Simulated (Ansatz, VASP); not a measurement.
**Be: VASP beside Ansatz**

```
Be
1.0
    -1.26961    1.26961    1.26961
     1.26961   -1.26961    1.26961
     1.26961    1.26961   -1.26961
Be
1
Cartesian
  0.0000 0.0000 0.0000
```

Change from the starting cell: volume scaled by 1.04.

Alike in both runs: task single point; functional PBE; k mesh 15 × 15 × 15; occupations fermi-dirac, width 0.05 eV; no spin polarisation.

|  | VASP | Ansatz |
| --- | --- | --- |
| version | VASP 6.6.1 | Ansatz 0.2.0 |
| potentials or method | VASP PAW PBE potentials, release 64 (Be) | Ansatz PAW |
| plane-wave cutoff (eV) | 520 | 420 |
| valence electrons in the cell | 2 | 2 |

VASP gave:

```
gap on the k mesh at the Fermi level (eV) : none
pressure (GPa)                            : -5.2
```

Question: What did Ansatz give for the same quantities?

Answer: gap on the k mesh at the Fermi level (eV): none; pressure (GPa): -5.3.

A gap of «none» marks a metal or a gap that the smearing closes.
